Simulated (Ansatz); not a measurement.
CaS (started from an entry of an open crystallographic database), relaxed with r2SCAN: it is cubic, Fm-3m (No. 225); conventional cell a = 5.696 Å, 23.10 Å³ an atom. Around Ca lie 6 S at 2.85 Å; around S lie 6 Ca at 2.85 Å. One-shot G0W0@PBE in the PAW code Ansatz on a 4×4×4 mesh (contour deformation, no spin-orbit coupling), from a PBE gap of 2.355 eV over the mesh points (the G0W0 gap is indirect on the mesh); the number N of bands summed and the screening cutoff rise together. Calculated for a static, non-magnetic cell.

```tsv
N	cutoff (eV)	1000/N	G0W0 gap (eV)
83	80	12.048	3.947
181	140	5.525	4.096
```

**Question.** Lay a straight line in 1000/N through these rows.

**Answer.** The slope is -0.0228 eV per unit of 1000/N and the intercept 4.222 eV.

**Question.** Predict the gap at N = 327 (210 eV).

**Answer.** 4.222 + (-0.0228) × 3.058 = 4.152 eV; the run gives 4.167 eV, +0.015 eV from the line.

**Question.** With that run's result added, what limit do the last two rows suggest?

**Answer.** Their slope is (4.167 − 4.096)/(3.058 − 5.525) = -0.0288, which meets 1/N = 0 at 4.26 eV, against 4.222 eV from the first line. The slope steepens, so 1/N isn't yet asymptotic and the true limit probably lies higher still; the k mesh isn't extrapolated.
